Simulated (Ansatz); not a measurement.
Levels of theory for MoTe₂ (CdCl2 type)

All numbers come from Ansatz 0.2.0. Simulation only: non-magnetic, and no claim that this is the phase found in nature.

MoTe₂, CdCl2 type, relaxed with r2SCAN+rVV10. Space group R-3m (No. 166), trigonal; a = 3.502 Å, c = 21.206 Å in the conventional setting, 25.02 Å³ an atom. Mo is surrounded by 6 Te at 2.73 Å; Te is surrounded by 3 Mo at 2.73 Å.

```
Mo Te
1.0
     1.75095    1.01091    7.06877
    -1.75095    1.01091    7.06877
     0.00000   -2.02183    7.06877
Mo Te
1 2
Direct
  0.00000 0.00000 0.00000
  0.24656 0.24656 0.24656
  0.75344 0.75344 0.75344
```

Relaxed lattice by functional, symmetry kept:

| functional | k mesh | a (Å) | c (Å) | volume (Å³/atom) |
| --- | --- | --- | --- | --- |
| r2SCAN+rVV10 | 8×8×8 | 3.502 | 21.206 | 25.02 |
| PBE-D4 | 8×8×8 | 3.451 | 20.577 | 23.58 |

On this one geometry the levels give:
```
  level  k mesh             gap (eV)  kind  edges  least direct gap (eV)
    LDA   8×8×8  none (overlap 0.35)     –      –                      –
    PBE   8×8×8  none (overlap 0.34)     –      –                      –
PBE+SOC   8×8×8  none (overlap 0.21)     –      –                      –
 r2SCAN   8×8×8  none (overlap 0.33)     –      –                      –
  HSE06   6×6×6  none (overlap 0.31)     –      –                      –
```
All runs use a smearing of 0.02 eV.
Wave cutoffs: 420 eV, 500 eV (r2SCAN).
Points off the special ones are mesh points or PBE's searched band edges, reused at the other levels. Set aside, since their points miss a band edge that the other levels read or their mesh is too coarse: PBE0.

With HSE06 the bands overlap by 0.31 eV (counted from 1, band 23 peaks at H₀–L (0.20 of the way from H₀) and band 24 bottoms out at T–H₂ (0.60 of the way from T)): no gap. (Only one starting filling was tried, which a hybrid may keep.) With PBE+SOC the bands overlap by 0.21 eV (counted from 1, band 46 peaks at H₀–L (0.20 of the way from H₀) and band 47 bottoms out at T–H₂ (0.60 of the way from T)): no gap.

No level opens a gap.

Only the levels marked +SOC include spin-orbit coupling.

Where bands overlap the cell is a metal at that level, and these k meshes limit energies, forces and stress. Overlaps of a few tenths of an eV in semilocal functionals can be an artefact that a hybrid or GW lifts.
